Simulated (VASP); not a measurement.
# CdSe (F-43m) in VASP: notebook, part 2 of 3

VASP 6.6.1.

## (3) Relaxation of cell and atoms, PBE

This run uses another cell than the first one, of 29.87 Å³/atom, 1.032 times its volume.

File INCAR:

```
SYSTEM = CdSe
  PREC = Accurate
  ENCUT = 600
  EDIFF = 1E-7
  ISMEAR = 0
  SIGMA = 0.03
  LREAL = .FALSE.
  LASPH = .TRUE.
  NELM = 80
  ALGO = Normal
  ISIF = 3
  LWAVE = .FALSE.
  LCHARG = .FALSE.
  GGA = PE
  IBRION = 2
  NSW = 90
  EDIFFG = -0.005
```

File KPOINTS:

```
regular mesh
0
G
  8 8 8
  0 0 0
```

File POSCAR:

```
CdSe                                    
1.0
    0.0000000000      3.1026979606      3.1026979606
    3.1026979606      0.0000000000      3.1026979606
    3.1026979606      3.1026979606     -0.0000000000
  Cd              Se            
     1     1
Direct
     0.0000000000000000    0.0000000000000000    0.0000000000000000
     0.7500000000000000    0.7500000000000000    0.7500000000000000
```

Potentials or basis: VASP PAW PBE potentials, release 64 (Cd, Se).

Started as:

```bash
cat potpaw_PBE.64/Cd/POTCAR potpaw_PBE.64/Se/POTCAR > POTCAR
mpirun -np 1 vasp_std > vasp.out
```

OUTCAR:

```text
SYSTEM = CdSe
   PREC = Accurate
   ENCUT = 600
   EDIFF = 1E-7
   ISMEAR = 0
   LREAL = .FALSE.
   LASPH = .TRUE.
   NELM = 80
   ISIF = 3
   GGA = PE
   IBRION = 2
   NSW = 90
   EDIFFG = -0.005

 ion  position               nearest neighbor table
   1  0.000  0.000  0.000-   2 2.69   2 2.69   2 2.69   2 2.69
   2  0.750  0.750  0.750-   1 2.69   1 2.69   1 2.69   1 2.69

  LATTYP: Found a face centered cubic cell.
 ALAT       =     6.2053959212

  Lattice vectors:

 A1 = (   0.0000000000,   3.1026979606,   3.1026979606)
 A2 = (   3.1026979606,   0.0000000000,   3.1026979606)
 A3 = (   3.1026979606,   3.1026979606,   0.0000000000)

Analysis of symmetry for initial positions (statically):
=====================================================================
 Subroutine PRICEL returns:
 Original cell was already a primitive cell.

 Routine SETGRP: Setting up the symmetry group for a
 face centered cubic supercell.

 Subroutine GETGRP returns: Found 24 space group operations
 (whereof 24 operations were pure point group operations)
 out of a pool of 48 trial point group operations.

The static configuration has the point symmetry T_d .

Analysis of symmetry for dynamics (positions and initial velocities):
=====================================================================
 Subroutine PRICEL returns:
 Original cell was already a primitive cell.

 Routine SETGRP: Setting up the symmetry group for a
 face centered cubic supercell.

 Subroutine GETGRP returns: Found 24 space group operations
 (whereof 24 operations were pure point group operations)
 out of a pool of 48 trial point group operations.

The dynamic configuration has the point symmetry T_d .

 Subroutine INISYM returns: Found 24 space group operations
 (whereof 24 operations are pure point group operations),
 and found     1 'primitive' translations

----------------------------------------------------------------------------------------

                                     Primitive cell

  volume of cell :      59.7377

  direct lattice vectors                    reciprocal lattice vectors
     0.000000000  3.102697961  3.102697961    -0.161150072  0.161150072  0.161150072
     3.102697961  0.000000000  3.102697961     0.161150072 -0.161150072  0.161150072
     3.102697961  3.102697961  0.000000000     0.161150072  0.161150072 -0.161150072

  length of vectors
     4.387877536  4.387877536  4.387877536     0.279120112  0.279120112  0.279120112

  position of ions in fractional coordinates (direct lattice)
     0.000000000  0.000000000  0.000000000
     0.750000000  0.750000000  0.750000000

  ion indices of the primitive-cell ions
   primitive index   ion index
                 1           1
                 2           2

----------------------------------------------------------------------------------------

 KPOINTS: regular mesh

Automatic generation of k-mesh.
 Grid dimensions read from file:
 generate k-points for:    8    8    8

 Generating k-lattice:

  Cartesian coordinates                     Fractional coordinates (reciprocal lattice)
    -0.020143759  0.020143759  0.020143759     0.125000000  0.000000000  0.000000000
     0.020143759 -0.020143759  0.020143759     0.000000000  0.125000000  0.000000000
     0.020143759  0.020143759 -0.020143759     0.000000000  0.000000000  0.125000000

  Length of vectors
     0.034890014  0.034890014  0.034890014

  Shift w.r.t. Gamma in fractional coordinates (k-lattice)
     0.000000000  0.000000000  0.000000000

 Subroutine IBZKPT returns following result:
 ===========================================

 Found     29 irreducible k-points:

 Following reciprocal coordinates:
            Coordinates               Weight
  0.000000  0.000000  0.000000      1.000000
  0.125000  0.000000  0.000000      8.000000
  0.250000  0.000000  0.000000      8.000000
  0.375000  0.000000  0.000000      8.000000
  0.500000  0.000000  0.000000      4.000000
  0.125000  0.125000  0.000000      6.000000
[... 16 lines left out ...]
  0.500000  0.250000  0.125000     48.000000
 -0.375000  0.250000  0.125000     24.000000
 [... further k-points ...]
   k-points           NKPTS =     29   k-points in BZ     NKDIM =     29   number of bands    NBANDS=     13
   number of dos      NEDOS =    301   number of ions     NIONS =      2
   total plane-waves  NPLWV =  46656
   dimension x,y,z NGX =    36 NGY =   36 NGZ =   36
   dimension x,y,z NGXF=    72 NGYF=   72 NGZF=   72
   ions per type =               1   1
   NGX,Y,Z   is equivalent  to a cutoff of  13.64, 13.64, 13.64 a.u.
   NGXF,Y,Z  is equivalent  to a cutoff of  27.28, 27.28, 27.28 a.u.
 SYSTEM =  CdSe
   PREC   = accura    normal or accurate (medium, high low for compatibility)
   ISTART =      0    job   : 0-new  1-cont  2-samecut
   ICHARG =      2    charge: 1-file 2-atom 10-const
   ISPIN  =      1    spin polarized calculation?
   LNONCOLLINEAR =      F non collinear calculations
   LSORBIT =      F    spin-orbit coupling
   LASPH  =      T    aspherical Exc in radial PAW
   ENCUT  =  600.0 eV  44.10 Ry    6.64 a.u.   8.76  8.76  8.76*2*pi/ulx,y,z
   NELM   =     80;   NELMIN=  2; NELMDL= -5     # of ELM steps
   EDIFF  = 0.1E-06   stopping-criterion for ELM
   LREAL  =      F    real-space projection
   EDIFFG = -.5E-02   stopping-criterion for IOM
   NSW    =     90    number of steps for IOM
   IBRION =      2    ionic relax: 0-MD 1-quasi-New 2-CG
   NFREE  =      1    steps in history (QN), initial steepest desc. (CG)
   ISIF   =      3    stress and relaxation
   ISYM   =      2    0-nonsym 1-usesym 2-fastsym
   POTIM  = 0.5000    time-step for ionic-motion
   TEBEG  =    0.0;   TEEND  =   0.0 temperature during run
   PSTRESS=    0.0 pullay stress
   NELECT =      18.0000    total number of electrons
   NUPDOWN=      -1.0000    fix difference up-down
   EMIN   =  10.00;   EMAX   =-10.00  energy-range for DOS
   EFERMI =   0.00;   METHOD = LEGACY
   ISMEAR =     0;   SIGMA  =   0.03  broadening in eV -4-tet -1-fermi 0-gaus
   EFERMI_NEDOS =   21; number of points for ismear=-14 and -15
   IALGO  =     38    algorithm
   IMIX   =      4    mixing-type and parameters
     AMIX     =   0.40;   BMIX     =  1.00
     AMIX_MAG =   1.60;   BMIX_MAG =  1.00
  volume/ion in A,a.u.               =      29.87       201.56
  Fermi-wavevector in a.u.,A,eV,Ry     =   1.097529  2.074030 16.389181  1.204571
  Thomas-Fermi vector in A             =   2.233891
   LORBIT       =      0    0 simple, 1 ext, 2 COOP (PROOUT), +10 PAW based schemes
   GGA     = PE    functional components
   LHFCALC =     F    Hartree Fock is set to
   AEXX    =    0.0000 exact exchange contribution
   IVDW    =     0    specifies the selected vdW correction
   LEPSILON=     F    determine dielectric tensor
   LRPA    =     F    only Hartree local field effects (RPA)
 conjugate gradient relaxation of ions
 non-spin polarized calculation
 Gauss-broadening in eV      SIGMA  =   0.03
  energy-cutoff  :      600.00
  volume of cell :       59.74
 maximum number of plane-waves:      2012
   NGX = 17   NGY = 17   NGZ = 17

 number of electron      18.0000000 magnetization

 Free energy of the ion-electron system (eV)
  ---------------------------------------------------
  ext. energy  EPLUGINS =         0.00000000
  ---------------------------------------------------
  free energy    TOTEN  =        -5.49924709 eV

  energy without entropy =       -5.49924709  energy(sigma->0) =       -5.49924709

 E-fermi :   0.6602     XC(G=0):  -8.6147

 val. band max:        0.4828991189   @ k =   0.0000   0.0000   0.0000
 cond. band min:       0.9668305556   @ k =   0.0000   0.0000   0.0000
 fundamental gap:      0.4839314367
 Fermi energy:         0.6602445261

 k-point     1 :       0.0000    0.0000    0.0000
  band No.  band energies     occupation
      1     -11.7916      2.00000
      2      -7.2687      2.00000
      3      -7.2687      2.00000
      4      -7.2687      2.00000
      5      -6.9554      2.00000
      6      -6.9554      2.00000
      7       0.4829      2.00000
      8       0.4829      2.00000
      9       0.4829      2.00000
     10       0.9668      0.00000
     11       6.4101      0.00000
     12       6.4101      0.00000
     13       6.4101      0.00000
[... 353 lines left out ...]
 k-point    24 :      -0.3750    0.2500    0.1250
  band No.  band energies     occupation
      1     -11.4196      2.00000
      2      -7.1581      2.00000
      3      -7.1382      2.00000
      4      -6.9703      2.00000
      5      -6.9412      2.00000
      6      -6.6301      2.00000
      7      -3.3506      2.00000
      8      -1.3119      2.00000
      9      -0.6080      2.00000
     10       4.1838      0.00000
     11       5.9693      0.00000
     12       7.1790      0.00000
     13       8.3336      0.00000

 [... further k-points ...]
[... 5 lines left out ...]
  --------------------------------------------------------------------------------------
  -------------------------------------------------------------------------------------
  Total       -0.0005465     -0.0005465     -0.0005465     -0.0000000      0.0000000     -0.0000000
  in kB       -0.0146580     -0.0146580     -0.0146580     -0.0000000      0.0000000     -0.0000000
  external PRESSURE =      -0.0146580 kB  Pullay stress =       0.0000000 kB

 VOLUME and BASIS-vectors are now :
 -----------------------------------------------------------------------------
  energy-cutoff  :      600.00
  volume of cell :       59.74
      direct lattice vectors                 reciprocal lattice vectors
     0.000000000  3.102697961  3.102697961    -0.161150072  0.161150072  0.161150072
     3.102697961  0.000000000  3.102697961     0.161150072 -0.161150072  0.161150072
     3.102697961  3.102697961  0.000000000     0.161150072  0.161150072 -0.161150072

 POSITION                                       TOTAL-FORCE (eV/Angst)
 -----------------------------------------------------------------------------------
      0.00000      0.00000      0.00000        -0.000000     -0.000000     -0.000000
      4.65405      4.65405      4.65405         0.000000      0.000000      0.000000
 -----------------------------------------------------------------------------------
    total drift:                                0.000000      0.000000      0.000000

  FREE ENERGIE OF THE ION-ELECTRON SYSTEM (eV)
  ---------------------------------------------------
  free  energy   TOTEN  =        -5.4992470897 eV

  energy  without entropy=       -5.4992470897  energy(sigma->0) =       -5.49924709

 reached required accuracy - stopping structural energy minimisation
```

It took 12 s on 1 thread of Intel Xeon 6975P-C (Granite Rapids), shared host; peak memory 0.21 GiB.

Results:

```
Free energy             : -5.4992 eV
Pressure after relaxing : 0.0 GPa
Band gap on the k mesh  : 0.48 eV, direct
```

Final structure:
```xyz
2
Lattice="0.0000 3.1027 3.1027 3.1027 0.0000 3.1027 3.1027 3.1027 0.0000" Properties=species:S:1:pos:R:3 pbc="T T T"
Cd    0.0000    0.0000    0.0000
Se    4.6540    4.6540    4.6540
```

Caveat: the relaxation stopped at its first step, so nothing moved.

(Continued in part 3 of 3.)
